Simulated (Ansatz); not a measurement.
# TiAl3: the cost of one run

Computed with Ansatz 0.2.0 (DFT PBEsol, scalar-relativistic, plane waves, PAW, unless a step's input says otherwise).

4 further runs of the same task are left out: 2 that didn't finish, 2 set aside as unsound or not needed. Runs told in other sessions of the task aren't counted.

## 1. The system as given

Symmetry: Pm-3m, No. 221, cubic system. The conventional cell has a = 3.948 Å, b = 3.948 Å, c = 3.948 Å, α = 90.00°, β = 90.00°, γ = 90.00°. Ti (site symmetry m-3m) is surrounded by 12 Al at 2.79 Å. Al (site symmetry 4/mmm) has 4 Ti at 2.79 Å and 8 Al at 2.79 Å in its first shell of neighbours. Al (site symmetry 4/mmm) has 8 Al at 2.79 Å and 4 Ti at 2.79 Å in its first shell of neighbours.

Coordinates:

```cif
data_structure
_symmetry_space_group_name_H-M 'P 1'
_symmetry_Int_Tables_number 1
_cell_length_a 3.9483
_cell_length_b 3.9483
_cell_length_c 11.8450
_cell_angle_alpha 90.000
_cell_angle_beta 90.000
_cell_angle_gamma 90.000
_cell_volume 184.66
loop_
_atom_site_label
_atom_site_type_symbol
_atom_site_fract_x
_atom_site_fract_y
_atom_site_fract_z
_atom_site_occupancy
Ti1 Ti 0.00000 0.00000 0.33333 1
Ti2 Ti 0.00000 0.00000 0.66667 1
Ti3 Ti 0.00000 0.00000 0.00000 1
Al1 Al 0.50000 0.00000 0.16667 1
Al2 Al 0.50000 0.00000 0.50000 1
Al3 Al 0.50000 0.00000 0.83333 1
Al4 Al 0.00000 0.50000 0.16667 1
Al5 Al 0.00000 0.50000 0.50000 1
Al6 Al 0.00000 0.50000 0.83333 1
Al7 Al 0.50000 0.50000 0.00000 1
Al8 Al 0.50000 0.50000 0.33333 1
Al9 Al 0.50000 0.50000 0.66667 1
```

It goes back to an entry of the Materials Project, which need not be the stable form.

It is built from the cell relaxed beforehand with the same method (15.39 Å³/atom).

## 2. The reference cell

The cell is repeated 3 times, 12 atoms in all. The reference gives a free energy of -12147.1857 eV, pressure 0.04 GPa, largest force 0.000 eV/Å and gap on the mesh none (metal). It was computed beforehand with the settings of the runs below.

## 3. The scan: sliding across a plane

The cut lies on the cell's a–b face, a (1 0 0) plane of area 15.59 Å², between layers 1.97 Å apart (Al below, Al, Ti above); the cell is 11.8 Å thick. Vector c is tilted by f times 1·a − 1·b (length 5.584 Å) with the atoms' Cartesian places fixed: one unrelaxed fault per cell.

## 4. Point f = 0.167

The input, input.yaml:

```yaml
crystal:
  lattice:
    - [0.0, -3.9483448101, 0.0]
    - [0.0, 0.0, -3.9483448101]
    - [11.8450344302, -0.6581890798, 0.6581890798]
  atoms:
    - { symbol: Ti, position: [-0.0138916667, 1.0138916667, 0.0833333333] }
    - { symbol: Ti, position: [-0.0694583333, 1.0694583333, 0.4166666667] }
    - { symbol: Ti, position: [-0.125025, 1.125025, 0.75] }
    - { symbol: Al, position: [0.3471916667, 0.1528083333, 0.9166666667] }
    - { symbol: Al, position: [0.458325, 0.041675, 0.25] }
    - { symbol: Al, position: [0.4027583333, 0.0972416667, 0.5833333333] }
    - { symbol: Al, position: [-0.1528083333, 0.6528083333, 0.9166666667] }
    - { symbol: Al, position: [-0.041675, 0.541675, 0.25] }
    - { symbol: Al, position: [-0.0972416667, 0.5972416667, 0.5833333333] }
    - { symbol: Al, position: [0.374975, 0.625025, 0.75] }
    - { symbol: Al, position: [0.4861083333, 0.5138916667, 0.0833333333] }
    - { symbol: Al, position: [0.4305416667, 0.5694583333, 0.4166666667] }
basis:
  ecutwfc: 420
kpoints:
  mp_grid: { grid: [12, 12, 4] }
hamiltonian:
  xc: pbesol
scf:
  occupations: { method: gaussian, width: 0.15 }
output:
  forces: true
  stress: true
  eigenvalues: true
```

Command:

```sh
$ ansatz run input.yaml --threads 2 --pin off --max-ram 5120MiB --backend cpu --events-out ev --progress --plain --runs-dir out
```

**Question.** How long does this run take on 2 threads of Arm Neoverse V2, shared host, and how much memory does it need?

About 67 s, with a peak of 1.1 GiB.
